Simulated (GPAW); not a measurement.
Input of a GPAW 26.7.0 run:

Contents of run.py:

```python
from ase.dft.bandgap import bandgap
from ase.io import read, write
from ase.units import GPa
from gpaw import GPAW, PW, setup_paths

setup_paths.insert(0, '.')

atoms = read('POSCAR')

calc = GPAW(mode=PW(600),
            xc='PBE',
            kpts={'size': (6, 6, 6), 'gamma': True},
            occupations={'name': 'fermi-dirac', 'width': 0.05},
            setups={'Cd': 'jth', 'Te': 'jth'},
            nbands=-9,
            convergence={'density': 1e-05, 'energy': 1e-05},
            maxiter=150,
            txt='gpaw.txt')
atoms.calc = calc
energy = atoms.get_potential_energy()
forces = atoms.get_forces()
stress = atoms.get_stress()
calc.write('gs.gpw')
write('result.traj', atoms)
print(f'Energy: {energy:.6f} eV')
print('Forces (eV/A):')
print(forces.round(4))
print('Stress (GPa):', (stress / GPa).round(3))
print('Fermi level:', round(calc.get_fermi_level(), 4), 'eV')
print(f'Gap: {bandgap(calc)[0]:.4f} eV, direct: {bandgap(calc, direct=True)[0]:.4f} eV')

path = atoms.cell.bandpath('GXWKGLUWLK,UX', npoints=80, eps=1e-4)
bs_calc = calc.fixed_density(kpts=path, symmetry='off', nbands=-21,
                             convergence={'bands': 'CBM+6.0', 'eigenstates': 1e-6}, txt='bands.txt')
bs = bs_calc.band_structure()
bs.write('bs.json')
print(f'Gap on the path: {bandgap(bs_calc)[0]:.4f} eV')
```

File POSCAR:

```
CdTe
1.0
    0.0000000000      3.2050000000      3.2050000000
    3.2050000000      0.0000000000      3.2050000000
    3.2050000000      3.2050000000      0.0000000000
Te Cd
1 1
Direct
    0.7500000000      0.7500000000      0.7500000000
    0.0000000000      0.0000000000      0.0000000000
```

Potentials or basis: JTH PAW 2.0, PBE, pw.

Command:

```bash
$ OMP_NUM_THREADS=1 python run.py
```

Question: Predict the band gap on the k mesh.

Answer: 0.87 eV, direct.

Question: Predict the band gap along the path.

Answer: 0.87 eV, direct.

Question: What does it give for the pressure?

Answer: 4.4 GPa.

Levels at the corners of the path, in eV from the valence-band top:
```
point  band 6  band 7  band 8  band 9  band 10  band 11  band 12  band 13
    Γ   -8.06    0.00    0.00    0.00     0.87     4.61     4.61     4.61
    X   -7.54   -4.48   -1.98   -1.98     2.54     2.65     9.03     9.44
    W   -7.44   -4.36   -2.45   -2.35     4.37     4.68     5.67     6.35
    K   -7.48   -4.38   -2.71   -1.64     2.88     4.57     7.49     7.63
    Γ   -8.06    0.00    0.00    0.00     0.87     4.61     4.61     4.61
    L   -7.68   -4.62   -0.83   -0.83     1.84     5.21     5.21     7.17
    U   -7.48   -4.38   -2.71   -1.64     2.88     4.57     7.49     7.63
    W   -7.44   -4.36   -2.45   -2.35     4.37     4.68     5.67     6.35
    L   -7.68   -4.62   -0.83   -0.83     1.84     5.21     5.21     7.17
    K   -7.48   -4.38   -2.71   -1.64     2.88     4.57     7.49     7.63
    U   -7.48   -4.38   -2.71   -1.64     2.88     4.57     7.49     7.63
    X   -7.54   -4.48   -1.98   -1.98     2.54     2.65     9.03     9.44
```

Caveat: the program truncates these outside data sets; spin-orbit coupling is left out, which moves the levels of the heavy elements.

**Measured values to compare with.**

From a printed reference work, data compilation, for a bulk crystal of CdTe at 0 K: band gap 1.607 eV.

A measured gap of CdTe is 1.607 eV (0 K; a printed reference work, data compilation); the calculated 0.87 eV misses it by -0.73 eV. Spin-orbit coupling on Cd, Te is left out. The value is that of PBE, without temperature or zero-point motion. Semilocal functionals fall short of measured gaps as a rule.
